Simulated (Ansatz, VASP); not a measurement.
Two plane-wave programs on TiC

```xyz
2
Lattice="0.0000 2.1657 2.1657 2.1657 0.0000 2.1657 2.1657 2.1657 0.0000" Properties=species:S:1:pos:R:3 pbc="T T T"
Ti    0.0000    0.0000    0.0000
C     2.1657    2.1657    2.1657
```

The cell is a database's computed one.

Alike in both runs: task relaxation of cell and atoms; functional r2SCAN; dispersion D4; k mesh 11 × 11 × 11; occupations fermi-dirac, width 0.05 eV; no spin polarisation.

|  | VASP | Ansatz |
| --- | --- | --- |
| version | VASP 6.6.1 | Ansatz 0.2.0 |
| potentials or method | VASP PAW PBE potentials, release 64 (Ti_sv, C) | Ansatz PAW |
| plane-wave cutoff (eV) | 600 | 500 |
| valence electrons in the cell | 16 | 16 |

```tsv
	VASP	Ansatz	Ansatz less VASP
gap on the k mesh at the Fermi level, each at its own relaxed structure (eV)	none	none	-
relaxed volume (Å³/atom)	10.10	10.07	-0.033
relaxed cell length with the largest relative difference (Å)	3.057	3.053	-0.0033
```

A gap of «none» marks a metal or a gap that the smearing closes.

Caveats: pairwise dispersion overbinds metals, which lowers pressure and volume; the PAW data sets were made with another functional, which shifts forces and pressure a little (VASP); the plane-wave basis is chosen anew once the cell has moved, so the energies of steps on either side of that aren't comparable (Ansatz); the PAW data sets come from PBE, with cores solved anew for the run's functional, which leaves a small shift of forces and pressure (Ansatz).
